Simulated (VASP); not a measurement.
## Si2Ni under changes of volume

One of the cells (13.429 Å³/atom); the others are scaled copies at fixed shape and fractional positions:

```xyz
3
Lattice="0.0000 2.7209 2.7209 2.7209 0.0000 2.7209 2.7209 2.7209 0.0000" Properties=species:S:1:pos:R:3 pbc="T T T"
Ni    0.0000    0.0000    0.0000
Si    4.0814    4.0814    4.0814
Si    1.3605    1.3605    1.3605
```

```yaml
Program: VASP 6.6.1
Functional: PBE
Potentials_or_basis: VASP PAW PBE potentials, release 64 (Ni, Si)
Cutoff: 520 eV
k_mesh: 9 × 9 × 9
Occupations: fermi-dirac, width 0.05 eV
Spin: collinear spin, ferromagnetic start
Starting_moments: "[1.0, 0.0, 0.0] μB"
```

```csv
volume (Å³/atom),energy over the lowest point (meV/atom),pressure (GPa)
12.376,?,?
12.639,27.76,10.7
12.902,12.99,7.1
13.429,0.00,0.7
13.692,0.89,-2.0
13.956,6.14,-4.6
```

**Question.** What does the run at 12.376 Å³/atom give?

**Answer.** Energy over the lowest point 48.69 meV/atom; pressure 14.7 GPa.

Worked out: A Birch-Murnaghan fit of order 3 (a polynomial in V^(-2/3)) to the other rows has its minimum at 13.51 Å³/atom with B0 = V·E''(V) = 145 GPa and B' = 3.6. It gives 48.76 meV/atom at 12.376 Å³/atom, against the run's 48.69, and -dE/dV = 14.8 GPa, against 14.7.

Energies are extrapolated to zero smearing.
